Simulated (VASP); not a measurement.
Input of a VASP 6.6.1 run:

The input INCAR:

```
  ALGO = Normal
  EDIFF = 1E-6
  ENCUT = 520
  GGA = PS
  ISIF = 2
  ISMEAR = 0
  ISPIN = 2
  LASPH = True
  LCHARG = True
  LDAU = True
  LDAUJ = 0 0
  LDAUL = 2 -1
  LDAUPRINT = 1
  LDAUTYPE = 2
  LDAUU = 2 0
  LELF = True
  LMAXMIX = 4
  LORBIT = 11
  LREAL = False
  LVHAR = True
  LWAVE = False
  MAGMOM = 4 -2 0 0
  NBANDS = 31
  NELM = 150
  PREC = Accurate
  SIGMA = 0.05
```

KPOINTS

```
k-points
0
Gamma
  5 5 4
```

POSCAR

```
MnS
1.0
    4.3056791600      0.0000000000      0.0000000000
    0.0000000000      4.3056791600      0.0000000000
    0.0000000000      0.0000000000      5.3605806400
Mn S
2 2
Direct
    0.0000000000      0.5000000000      0.0000000000
    0.5000000000      0.0000000000      0.5000000000
    0.0000000000      0.0000000000      0.2500000000
    0.0000000000      0.0000000000      0.7500000000
```

Potentials or basis: VASP PAW PBE potentials, release 64 (Mn_pv, S).

Command:

```console
$ cat potpaw_PBE.64/Mn_pv/POTCAR potpaw_PBE.64/S/POTCAR > POTCAR
$ mpirun -np 1 vasp_std > vasp.out
```

(1) Predict the band gap on the k mesh.

(2) Estimate the pressure.

(3) Estimate the net moment.

Results:

(1) none (metal or under the smearing width).

(2) -3.7 GPa.

(3) 0.00 μB per cell.

Caveat: the PAW data sets were made with another functional, which shifts forces and pressure a little.
